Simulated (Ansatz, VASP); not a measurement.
## One calculation of BAs, two programs

```
B As
1.0
     0.00000    2.19742    2.48404
     2.19742    0.00000    2.48404
     2.19742    2.19742    0.00000
B As
1 1
Direct
  0.00000 0.00000 0.00000
  0.75000 0.75000 0.75000
```

Measurements of this composition are mostly on another form, of space group No. 216.

Alike in both runs: task single point; functional PBE; k mesh 10 × 10 × 10; occupations gaussian, width 0.05 eV; no spin polarisation.

|  | VASP | Ansatz |
| --- | --- | --- |
| version | VASP 6.6.1 | Ansatz 0.2.0 |
| potentials or method | VASP PAW PBE potentials, release 64 (B, As) | scalar-relativistic, plane waves, PAW |
| plane-wave cutoff (eV) | 520 | 420 |
| valence electrons in the cell | 8 | 18 |

Ansatz gave:

```
gap on the k mesh at the Fermi level (eV)       : 0.05
pressure (GPa)                                  : 25.9
largest component of the traceless stress (GPa) : 22.43
```

**Question.** Estimate VASP's values.

**Answer.** gap on the k mesh at the Fermi level (eV): 0.04; pressure (GPa): 27.1; largest component of the traceless stress (GPa): 22.27.

The two sets of potentials don't hold the same shells in valence.

Caveats: so large a pressure means that the cell lies far from this level's equilibrium, or that cutoff or potentials fall short (VASP).
